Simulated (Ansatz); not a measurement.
## Computed properties of SiSe$_{2}$

```
Si Se
1.0
    -2.88000    3.01500    4.88000
     2.88000   -3.01500    4.88000
     2.88000    3.01500   -4.88000
Si Se
2 4
Direct
  0.25000 0.25000 0.00000
  0.75000 0.75000 0.00000
  0.12100 0.79800 0.91900
  0.87900 0.20200 0.08100
  0.62100 0.70200 0.32300
  0.37900 0.29800 0.67700
```

Atom numbers follow the list: Si1, Si2, Se3, Se4, Se5, Se6.

The cell comes from COD entry 7222931, which wasn't checked; take it as a given geometry.

Methods: DFT, PBE, all-electron LAPW, scalar-relativistic (Ansatz 0.2.0); DFT, PBE, PAW with Ansatz's default frozen-core files, scalar-relativistic (Ansatz 0.2.0).

For LAPW: a Γ-centred 5×5×6 k mesh, Fermi–Dirac smearing of 0.02 eV, basis error target 1 meV/atom, no spin polarisation; this mesh doesn't keep the crystal's whole symmetry, which leaves small spurious terms. PAW takes a cutoff of 420 eV at this cell. The Ansatz runs share mesh, smearing and spin set-up. Values come from LAPW unless marked.

```json
{"Largest force": "0.01157 Ha/bohr on Se5", "Volume per atom": "190.6 bohr³"}
```

(1) Density of states at the Fermi level (0.2 eV bin): what does the calculation give?

(2) Predict this quantity. Pressure at this cell.

(3) Give the computed value. Stress xx, yy, zz (compression positive).

(4) Give the computed value. Löwdin charges (with 0.26 e of the cell spilling out of the atomic basis, so their sizes and signs hang on that basis).

(5) Bader charges (from the PAW run): what does the calculation give?

(6) Give the computed value. Band gap.

Results:

(1) 5.77 states/eV per cell.

(2) -3.58 GPa.

(3) -2.52, -3.60, -4.63 GPa.

(4) Si1 0.15, Se3 -0.01 e.

(5) Si1 +0.53, Se3 -0.27 e.

(6) none: bands cross the Fermi level, a metal.
